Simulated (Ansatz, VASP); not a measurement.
# One calculation of Al, two programs

```
Al
1.0
     0.00000    1.98347    1.98347
     1.98347    0.00000    1.98347
     1.98347    1.98347    0.00000
Al
1
Direct
  0.00000 0.00000 0.00000
```

Change from the starting cell: volume scaled by 0.94.

Alike in both runs: task single point; functional PBEsol; k mesh 11 × 11 × 11; occupations fermi-dirac, width 0.05 eV; no spin polarisation.

|  | VASP | Ansatz |
| --- | --- | --- |
| version | VASP 6.6.1 | Ansatz 0.2.0 |
| potentials or method | VASP PAW PBE potentials, release 64 (Al), cutoff 520 eV | all-electron LAPW, scalar-relativistic |

VASP gave:

```
gap on the k mesh at the Fermi level (eV) : none
pressure (GPa)                            : 3.5
```

Problem. What did Ansatz give for the same quantities?

Solution. gap on the k mesh at the Fermi level (eV): none; pressure (GPa): 3.4.

A gap of «none» marks a metal or a gap that the smearing closes. Ansatz ran all-electron here, so the differences hold the error of VASP's frozen core and of both bases.

Caveats: the PAW data sets were made with another functional, which shifts forces and pressure a little (VASP).
